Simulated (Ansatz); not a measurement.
# Ge (P6_3mc) in Ansatz: a series of runs

One crystal, Ge, is run at these levels: PBEsol; tasks: single point.

Program: Ansatz 0.2.0. These are calculated values, not measurements. Logs are shortened: lines on timing, memory, paths and dates and some standing lists are left out, and cuts for length are marked.

**1. The structure**

The structure is hexagonal, space group P6_3mc (No. 186). The conventional cell has a = 4.050 Å, b = 4.050 Å, c = 10.993 Å, α = 90.00°, β = 90.00°, γ = 120.00°. Ge (site symmetry 3m) has 3 Ge at 2.44 Å as nearest neighbours. Ge (site symmetry 3m) has 3 Ge at 2.44 Å as nearest neighbours.

This isn't the form of Ge at room conditions, which is diamond.

**2. Single point, PBEsol**

Input file input.yaml:

```yaml
crystal:
  lattice:
    - [4.0504045371, 0.0, 0.0]
    - [-2.0252022685, 3.5077532247, 0.0]
    - [0.0, 0.0, 10.993359]
  atoms:
    - { symbol: Ge, position: [0.6666666667, 0.3333333333, 0.414848] }
    - { symbol: Ge, position: [0.3333333333, 0.6666666667, 0.914848] }
    - { symbol: Ge, position: [0.0, 0.0, 0.477452] }
    - { symbol: Ge, position: [0.0, 0.0, 0.977452] }
hamiltonian:
  xc: pbesol
  pseudopotentials: { kind: paw }
kpoints:
  mp_grid: { grid: [8, 8, 3] }
scf:
  occupations: { method: fermi_dirac, width: 0.05 }
output:
  forces: true
  stress: true
  eigenvalues: true
```

Potentials or basis: Ansatz PAW.

Started as:

```bash
> ansatz run input.yaml --threads 2 --pin off --max-ram 5632MiB --backend cpu --events-out ev --progress --plain --runs-dir out
```

Standard output:

```text
Warning: RAYON_NUM_THREADS=2 ignored (pool sized by the plan → 2); use --threads N
Engine: ansatz 0.2.0, aarch64-unknown-linux-gnu
Pseudopotentials: kind: paw
Pseudopotential: Ge, paw, valence charge 14, recommended cutoff 420 eV (normal), Ge.paw.azcp
Functional definition: PBEsol
  exchange = pbesol_x
  correlation = pbesol_c
Crystal: 4 atoms, lattice volume = 156.192 Å³
Basis set: ecut = 420 eV, 3049 PW (Γ), exchange–correlation on 60×60×150 points (8 copies of the dense FFT grid, shifted against one another)
Bands: 34, of which v1, the nominal top of the filled ones, is band 28 counted from 1 (27 counted from 0)
Symmetry: 12 space group operations
Space group: P63mc (ITA 186), of the structure as read, at distance tolerance 5.4e-5 Å
k-points: 20 of 192 (time reversal used)
Non-local potential: Ge, projectors of the file, l = 0: 2, l = 1: 2, l = 2: 3, l = 3: 1
PAW form: soft (Blöchl's): semilocal exchange-correlation on the pseudo side does not see the compensation charge
PAW frozen core: Ge, regenerated for the run's functional, and the local potential with it (the file was generated under x = pbe(κ = 0.804, μ = 0.2195149727645171), c = pbe(β = 0.06672455060314922))
PAW one-centre angular grid: Ge, 590 points (default); XC on 64 Gauss nodes
Initial density: superposition of atomic densities (neutral atoms: chi_scale 0, normalization atom), corrected by the library's trained network
Initial wavefunctions: pseudopotential atomic-orbital guess
Functional: x = pbesol(κ = 0.804, μ = 0.12345679012345678), c = pbesol(β = 0.046)
SCF iter   1: F=—  HF=-17011.711909 eV  |F-HF|=—  |Δ(HF+E_count)|=         —  Δρ=2.45e-3  dr2=1.23e-2  ethr=1.77e-3  ⟨swp⟩=6.1  Hψ=2628  notcnv=0
preconditioner: auto → Resta (q_TF=auto, 2.300 Å⁻¹)  ε∞=2.0  [insulator: Δε(μ)=0.656 eV  Ē_g=21.708 eV  σ=0.050 eV  W_gap=1.00  n_scr=38 (ndim 8)  ℏωp=22.2 eV  f_vac=0.334  D(μ)=0.01/eV (n_scr^D=0)  ε∞_Penn≈2.0]
SCF iter   2: F=—  HF=-17011.709682 eV  |F-HF|=—  |Δ(HF+E_count)|=   2.23e-3  Δρ=1.22e-3  dr2=3.24e-3  ethr=2.20e-5  ⟨swp⟩=2.9  Hψ=1446  notcnv=0  defer=7
SCF iter   3: F=—  HF=-17011.711246 eV  |F-HF|=—  |Δ(HF+E_count)|=   1.56e-3  Δρ=2.74e-4  dr2=1.83e-4  ethr=5.79e-6  ⟨swp⟩=2.0  Hψ=905  notcnv=0  defer=7
SCF iter   4: F=—  HF=-17011.711498 eV  |F-HF|=—  |Δ(HF+E_count)|=   2.52e-4  Δρ=1.06e-4  dr2=2.52e-5  ethr=3.27e-7  ⟨swp⟩=2.0  Hψ=1230  notcnv=0  defer=7
SCF iter   5: F=—  HF=-17011.711552 eV  |F-HF|=—  |Δ(HF+E_count)|=   5.44e-5  Δρ=4.49e-5  dr2=6.84e-6  ethr=4.50e-8  ⟨swp⟩=2.0  Hψ=1231  notcnv=0  defer=7
SCF iter   6: F=—  HF=-17011.711557 eV  |F-HF|=—  |Δ(HF+E_count)|=   4.60e-6  Δρ=1.39e-5  dr2=5.08e-7  ethr=1.22e-8  ⟨swp⟩=2.0  Hψ=1229  notcnv=0  defer=7
SCF iter   7: F=-17011.711558 eV  HF=-17011.711558 eV  |F-HF|=9.10e-8  |Δ(HF+E_count)|=   1.36e-6  Δρ=5.70e-6  dr2=6.99e-8  ethr=1.79e-10  ⟨swp⟩=8.2  Hψ=3028  notcnv=0
SCF 1 converged in 7 iterations: F = -17011.711558 eV  dr2 = 6.99e-8
SCF converged after 7 iterations
Free energy (F): -17011.711558 eV
Harris-Foulkes:  -17011.711558 eV  (|F-HF|=9.10e-8)
Internal energy: -17011.711360 eV  (E = F + TS)
E sigma→0 (E₀):  -17011.711459 eV
Entropy (-TS):   -0.000198 eV (-0.049 meV/atom)
Fermi energy:    2.800918 eV
--- Per-component energies (eV) ---
  E_band       = -896.135656
  E_kinetic    = 439.841895
  E_local      = -12975.163479  (includes V_loc(G=0)·N_el)
  E_nonlocal   = 1674.736151
  E_hartree    = 5729.927220
  E_xc         = -295.824957
  E_vxc        = -253.226885  (∫ρ·V_xc dr)
  E_paw        = -7910.407397  (= ΣΔE_a)
  E_vpaw       = -1242.171175  (= ΣTr[D̂ρ^β])
  E_aug_tail   = 0.001208  (compensation charges beyond the density's cutoff)
  E_ewald      = -3678.493745
  E_core_change = 3.671745  (= ΣΔE_core)
  E_smearing   = -0.000198  (= −TS)
  E_closure    = -0.000000  (closes the sum)
  Σ components = -17011.711558   (vs F -17011.711558, Δ=0.00e0)
--- Forces (eV/Å), atoms counted from 1 ---
  atom   1  Ge    -0.00000000     0.00000000     0.16744925
  atom   2  Ge     0.00000000    -0.00000000     0.16744925
  atom   3  Ge     0.00000000    -0.00000000    -0.16745762
  atom   4  Ge    -0.00000000     0.00000000    -0.16745762
  max |Σ_I F_I| component: 1.67e-5 eV/Å
--- Stress (GPa, compression-positive) ---
       -2.050837       0.000000       0.000000
        0.000000      -2.050837       0.000000
        0.000000       0.000000      -0.620088
  P = ⅓ Tr σ = -1.5739 GPa (-15.739 kbar)
--- Band table (eV; the first three rows and the last of 20) ---
  k-point 0: bands = ["-21.6947", "-21.6947", "-21.6947", "-21.6947", "-21.6467", "-21.6467", "-21.6466", "-21.6466", "-21.6455", "-21.6454", "-21.5790", "-21.5790", "-21.4685", "-21.4685", "-21.4684", "-21.4684", "-21.4336", "-21.4336", "-21.4336", "-21.4336", "-8.4385", "-8.4078", "-0.9499", "-0.5025", "2.3426", "2.3426", "2.3534", "2.3534", "3.1503", "3.3393", "4.4524", "6.5782", "6.6218", "6.6218"]
  k-point 1: bands = ["-21.6947", "-21.6947", "-21.6947", "-21.6947", "-21.6467", "-21.6467", "-21.6466", "-21.6466", "-21.6455", "-21.6455", "-21.5790", "-21.5790", "-21.4685", "-21.4685", "-21.4684", "-21.4684", "-21.4336", "-21.4336", "-21.4336", "-21.4336", "-8.4309", "-8.4155", "-0.8483", "-0.6258", "2.3452", "2.3452", "2.3507", "2.3507", "3.1717", "3.2514", "4.9376", "5.9444", "6.6291", "6.6291"]
  k-point 2: bands = ["-21.7021", "-21.7021", "-21.7001", "-21.7001", "-21.6599", "-21.6599", "-21.6388", "-21.6388", "-21.6277", "-21.6276", "-21.5698", "-21.5698", "-21.4840", "-21.4840", "-21.4837", "-21.4837", "-21.4243", "-21.4243", "-21.4189", "-21.4189", "-8.2692", "-8.2388", "-1.0743", "-0.7893", "0.9114", "1.1618", "2.0144", "2.0328", "4.5040", "4.5615", "4.5857", "6.1686", "6.5734", "6.8257"]
  k-point 19: bands = ["-21.7344", "-21.7344", "-21.7024", "-21.7024", "-21.6990", "-21.6990", "-21.6081", "-21.6081", "-21.5631", "-21.5631", "-21.5406", "-21.5406", "-21.5362", "-21.5362", "-21.4943", "-21.4943", "-21.4689", "-21.4689", "-21.3495", "-21.3495", "-5.8481", "-5.8413", "-4.9869", "-4.9851", "-0.7442", "-0.7396", "2.3330", "2.4464", "3.1597", "3.1805", "7.1931", "7.2544", "7.5791", "7.5846"]
```

Wall time 4.4 s (2 threads of Arm Neoverse V1, shared host); peak memory 0.38 GiB.

Results:

```yaml
Free_energy: -17011.7116 eV
Pressure: -1.6 GPa
Largest_force: 0.167 eV/Å
Band_gap_on_the_k_mesh: 0.67 eV, indirect (least direct gap 0.68 eV)
```

Forces on the atoms (eV/Å):
```
Ge   0.000  0.000  0.167
Ge   0.000  0.000  0.167
Ge   0.000  0.000 -0.167
Ge   0.000  0.000 -0.167
```

Caveat: odd divisions of the mesh miss points on the zone boundary, where band edges often lie, so the gap on the mesh can be too wide; the PAW data sets come from PBE, with cores solved anew for the run's functional, which leaves a small shift of forces and pressure.

**3. Single point, PBEsol**

input.yaml: that of step 2 with these lines changed.

```diff
@@ -12,3 +12,3 @@
   xc: pbesol
-  pseudopotentials: { kind: paw }
+  pseudopotentials: { kind: paw, source: jth, xc_functional: pbe }
 kpoints:
```

Potentials or basis: JTH PAW.

Started as:

```bash
> ansatz run input.yaml --threads 2 --pin off --max-ram 5632MiB --backend cpu --events-out ev --progress --plain --runs-dir out
```

It took 18 s on 2 threads of Arm Neoverse V1, shared host; peak memory 0.79 GiB.

It converged, with:

| Quantity | Value |
| --- | --- |
| Free energy | -17004.5844 eV |
| Pressure | -1.5 GPa |
| Largest force | 0.160 eV/Å |
| Band gap on the k mesh | 0.66 eV, indirect (least direct gap 0.68 eV) |

Forces on the atoms (eV/Å):
```
Ge   0.000  0.000  0.160
Ge   0.000  0.000  0.160
Ge   0.000  0.000 -0.160
Ge   0.000  0.000 -0.160
```

Stress tensor (GPa, compression positive):
```
-1.97  0.00  0.00
 0.00 -1.97  0.00
 0.00  0.00 -0.61
```

Levels at points of the mesh, in eV from the valence-band top:
```tsv
k point	band 26	band 27	band 28	band 29	band 30	band 31
(0.00, 0.00, 0.00)	-0.14	-0.13	-0.13	0.66	0.85	1.97
(0.00, -0.50, 0.00)	-1.65	-0.95	-0.77	0.91	1.14	1.87
```

Caveat: odd divisions of the mesh miss points on the zone boundary, where band edges often lie, so the gap on the mesh can be too wide.
